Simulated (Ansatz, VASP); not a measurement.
**NaCl: VASP beside Ansatz**

File INCAR:

```
PREC = Accurate ; ENCUT = 520
EDIFF = 1E-7 ; ISMEAR = -1
SIGMA = 0.05 ; LREAL = False
LASPH = True ; NELM = 60
ALGO = Normal ; ISIF = 2
LWAVE = False ; LCHARG = False
GGA = PS ; NBANDS = 14
```

Contents of KPOINTS:

```
Automatic mesh
0
Gamma
  8 8 8
```

POSCAR

```
NaCl
1.0
    3.5253839872      0.0000000000      0.0000000000
    0.0000000000      3.5253839872      0.0000000000
    0.0000000000      0.0000000000      3.5253839872
Cl Na
1 1
Direct
    0.5000000000      0.5000000000      0.5000000000
    0.0000000000      0.0000000000      0.0000000000
```

File input.yaml:

```yaml
crystal:
  lattice:
    - [3.5253839872, 0.0, 0.0]
    - [0.0, 3.5253839872, 0.0]
    - [0.0, 0.0, 3.5253839872]
  atoms:
    - { symbol: Cl, position: [0.5, 0.5, 0.5] }
    - { symbol: Na, position: [0.0, 0.0, 0.0] }
hamiltonian:
  xc: pbesol
  pseudopotentials: { kind: paw }
kpoints:
  mp_grid: { grid: [8, 8, 8] }
scf:
  occupations: { method: fermi_dirac, width: 0.05 }
output:
  forces: true
  stress: true
  eigenvalues: true
```

Change from the starting cell: volume scaled by 1.02.

Alike in both runs: task single point; functional PBEsol; k mesh 8 × 8 × 8; occupations fermi-dirac, width 0.05 eV; no spin polarisation.

```csv
,VASP,Ansatz
version,VASP 6.6.1,Ansatz 0.2.0
potentials or method,"VASP PAW PBE potentials, release 64 (Cl, Na_pv)",Ansatz PAW
plane-wave cutoff (eV),520,420
valence electrons in the cell,14,16
```

```tsv
	VASP	Ansatz	Ansatz less VASP
gap on the k mesh at the Fermi level (eV)	3.78	3.78	+0.003
least direct gap on the mesh (eV)	4.26	4.26	+0.003
pressure (GPa)	-1.7	-1.7	0.00
```

The two sets of potentials don't hold the same shells in valence.

Caveats: the PAW data sets were made with another functional, which shifts forces and pressure a little (VASP); the PAW data sets come from PBE, with cores solved anew for the run's functional, which leaves a small shift of forces and pressure (Ansatz). A k mesh can miss the band edges.
